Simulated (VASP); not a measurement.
# GaP: band structure with r2SCAN

**What was measured.**

From “Stacking defects in GaP nanowires: Electronic structure and optical properties”, 2018, arxiv:1810.01194, for a bulk crystal of GaP at 10 K: band gap 2.34 eV (indirect).

The system is GaP.

```xyz
2
Lattice="0.0000 2.7184 2.7184 2.7184 0.0000 2.7184 2.7184 2.7184 0.0000" Properties=species:S:1:pos:R:3 pbc="T T T"
Ga    0.0000    0.0000    0.0000
P     1.3592    1.3592    1.3592
```

```json
{
  "Program": "VASP 6.6.1",
  "Task": "band structure",
  "Functional": "r2SCAN",
  "Potentials or basis": "VASP PAW PBE potentials, release 64 (Ga_d, P)",
  "Cutoff": "520 eV",
  "k mesh": "8 × 8 × 8",
  "Occupations": "gaussian, width 0.03 eV",
  "Spin": "no spin polarisation",
  "Further INCAR settings": "ALGO = Normal; EDIFF = 1e-06"
}
```

* Pressure: 0.7 GPa
* Band gap on the k mesh: 1.89 eV, indirect (least direct gap 2.41 eV)
* Band gap along the path: 1.84 eV, indirect (least direct gap 2.41 eV)

Levels at the corners of the path, in eV from the valence-band top:
| point | band 7 | band 8 | band 9 | band 10 | band 11 | band 12 |
| --- | --- | --- | --- | --- | --- | --- |
| Γ | 0.00 | 0.00 | 0.00 | 2.41 | 4.19 | 4.19 |
| X | -6.99 | -2.83 | -2.83 | 1.90 | 2.10 | 11.41 |
| X | -6.99 | -2.83 | -2.83 | 1.90 | 2.10 | 11.41 |
| W | -6.77 | -3.74 | -3.57 | 5.04 | 5.34 | 6.57 |
| W | -6.77 | -3.74 | -3.57 | 5.04 | 5.34 | 6.57 |
| K | -6.77 | -4.11 | -2.37 | 2.47 | 5.21 | 8.82 |
| K | -6.77 | -4.11 | -2.37 | 2.47 | 5.21 | 8.82 |
| Γ | 0.00 | 0.00 | 0.00 | 2.41 | 4.19 | 4.19 |
| Γ | 0.00 | 0.00 | 0.00 | 2.41 | 4.19 | 4.19 |
| L | -6.89 | -1.18 | -1.18 | 2.06 | 5.05 | 5.05 |
| L | -6.89 | -1.18 | -1.18 | 2.06 | 5.05 | 5.05 |
| U | -6.77 | -4.11 | -2.37 | 2.47 | 5.21 | 8.82 |
| U | -6.77 | -4.11 | -2.37 | 2.47 | 5.21 | 8.82 |
| W | -6.77 | -3.74 | -3.57 | 5.04 | 5.34 | 6.57 |
| W | -6.77 | -3.74 | -3.57 | 5.04 | 5.34 | 6.57 |
| L | -6.89 | -1.18 | -1.18 | 2.06 | 5.05 | 5.05 |
| L | -6.89 | -1.18 | -1.18 | 2.06 | 5.05 | 5.05 |
| K | -6.77 | -4.11 | -2.37 | 2.47 | 5.21 | 8.82 |
| U | -6.77 | -4.11 | -2.37 | 2.47 | 5.21 | 8.82 |
| X | -6.99 | -2.83 | -2.83 | 1.90 | 2.10 | 11.41 |

Run time: 4 min on 1 thread of Intel(R) Xeon(R) Platinum 8488C (Sapphire Rapids) (shared host), peak memory 0.17 GiB.

Against the measured gap of GaP, 2.34 eV (indirect; 10 K; quoted in “Stacking defects in GaP nanowires: Electronic structure and optical properties”, 2018, arxiv:1810.01194), the calculated 1.84 eV is off by -0.50 eV. Spin-orbit coupling on Ga is left out. The value is that of r2SCAN, without temperature or zero-point motion.

Caveat: the PAW data sets were made with another functional, which shifts forces and pressure a little.
